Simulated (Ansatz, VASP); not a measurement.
**Pt in VASP and in Ansatz**

Contents of INCAR:

```
SYSTEM = Pt
  ALGO = Normal
  EDIFF = 1E-6
  ENCUT = 520
  GGA = PS
  ISIF = 2
  ISMEAR = 1
  LASPH = .True.
  LCHARG = .False.
  LREAL = .False.
  LWAVE = .False.
  NBANDS = 11
  NELM = 80
  PREC = Accurate
  SIGMA = 0.05
```

The input KPOINTS:

```
k-points
0
Gamma
  10 10 10
  0 0 0
```

POSCAR

```
Pt
1.0
    0.0000000000      1.9674146658      1.9674146658
    1.9674146658      0.0000000000      1.9674146658
    1.9674146658      1.9674146658      0.0000000000
Pt
1
Direct
    0.0000000000      0.0000000000      0.0000000000
```

Input for Ansatz:

```yaml
crystal:
  lattice:
    - [0.0, 1.9674146657976828, 1.9674146657976828]
    - [1.9674146657976828, 0.0, 1.9674146657976828]
    - [1.9674146657976828, 1.9674146657976828, 0.0]
  atoms:
    - { symbol: Pt, position: [0.0, 0.0, 0.0] }
basis:
  ecutwfc: 420.0
kpoints:
  mp_grid:
    grid: [10, 10, 10]
hamiltonian:
  xc: pbesol
scf:
  occupations:
    method: cold
    width: 0.05
output:
  stress: true
```

Alike in both runs: task single point; functional PBEsol; k mesh 10 × 10 × 10; no spin polarisation.

|  | VASP | Ansatz |
| --- | --- | --- |
| version | VASP 6.6.1 | Ansatz 0.2.0 |
| potentials or method | VASP PAW PBE potentials, release 64 (Pt) | plane waves, PAW |
| plane-wave cutoff (eV) | 520 | 420 |
| occupations | methfessel-paxton of order 1, width 0.05 eV | cold, width 0.05 eV |
| valence electrons in the cell | 10 | 18 |

Ansatz gave:

* pressure (GPa): -3.6

Which values does VASP return?

Pressure (GPa): -3.9.

The two sets of potentials don't hold the same shells in valence.

Caveats: the PAW data sets were made with another functional, which shifts forces and pressure a little (VASP). Spin-orbit coupling is left out, which matters for the levels of Pt.
